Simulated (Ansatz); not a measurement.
Mg: a run of Ansatz with trial settings.

```yaml
crystal:
  lattice:
    - [3.0502998005, 0.0, 0.0]
    - [-1.5251499003, 2.6416371164, 0.0]
    - [0.0, 0.0, 3.04483757]
  atoms:
    - { symbol: Mg, position: [0.0, 0.0, 0.0] }
basis:
  ecutwfc: 190
kpoints:
  mp_grid: { grid: [9, 9, 8] }
hamiltonian:
  xc: pbesol
scf:
  occupations: { method: gaussian, width: 0.1 }
  convergence: { dr2_threshold: "1e-4 eV" }
output:
  forces: true
  stress: true
  eigenvalues: true
```

Command:

```bash
ansatz run input.yaml --threads 1 --pin off --max-ram 1331MiB --backend cpu --events-out ev --progress --plain --runs-dir out
```

From the log (HF is the Harris–Foulkes energy, dr2 the density residual in eV):

```text
Warning: basis.ecutwfc = 190 eV is below the records' recommended 420 eV, and the density's cutoff is lower with it unless basis.ecutrho_ratio is high enough to keep the records' density cutoff: compare with a run at a higher cutoff
Warning: scf.convergence.dr2_threshold = 1e-4 eV is looser than this run's default, which is 1e-7 eV or tighter. The error in the forces grows as the threshold's square root, so leave the key out unless less accurate forces are enough
Warning: output.stress: scf.convergence.dr2_threshold = 1e-4 eV is looser than the 1e-10 eV advised for a printed stress (1e-10 eV for each atom of the cell: 1). What an SCF threshold leaves in a stress goes as its square root, and in the free energy as the threshold itself …
Pseudopotential: Mg, paw, valence charge 10, recommended cutoff 420 eV (normal)
Crystal: 1 atom, lattice volume = 24.535 Å³
Basis set: ecut = 190 eV, 145 PW (Γ), exchange–correlation on 30×30×30 points (8 copies of the dense FFT grid, shifted against one another)
Bands: 9, of which v1, the nominal top of the filled ones, is band 5 counted from 1 (4 counted from 0)
Symmetry: 24 space group operations
Space group: P6/mmm (ITA 191), of the structure as read, at distance tolerance 2.9e-5 Å
k-points: 60 of 648
PAW frozen core: Mg, regenerated for the run's functional, and the local potential with it (the file was generated under x = pbe(κ = 0.804, μ = 0.2195), c = pbe(β = 0.0667))
Initial density: superposition of atomic densities, corrected by the library's trained network
SCF iter   1: HF=-1909.176442 eV  Δρ=3.28e-2  dr2=6.42e-2
SCF iter   2: HF=-1909.073130 eV  Δρ=1.20e-2  dr2=8.04e-3
SCF iter   3: HF=-1909.064193 eV  Δρ=1.21e-3  dr2=8.78e-5
SCF iter   4: HF=-1909.064397 eV  Δρ=5.52e-5  dr2=3.57e-7
SCF iter   5: F=-1909.064398 eV  HF=-1909.064398 eV  Δρ=4.14e-6  dr2=3.78e-9
SCF iter   6: F=-1909.064398 eV  HF=-1909.064398 eV  Δρ=3.69e-7  dr2=4.53e-11
SCF 1 converged in 6 iterations: F = -1909.064398 eV  dr2 = 4.53e-11
SCF converged after 6 iterations
Free energy (F): -1909.064398 eV
E sigma→0 (E₀):  -1909.062995 eV
Entropy (-TS):   -0.002805 eV (-2.805 meV/atom)
Fermi energy:    5.111131 eV
--- Forces (eV/Å), atoms counted from 1 ---
  atom   1  Mg     0.00000000     0.00000000     0.00000000
--- Stress (GPa, compression-positive) ---
       -0.785481      -0.000000       0.000000
       -0.000000      -0.785481       0.000000
        0.000000       0.000000      -1.369043
  P = ⅓ Tr σ = -0.9800 GPa (-9.800 kbar)
```

These settings were drawn at random to show what each does; none of the numbers is a converged property of the crystal.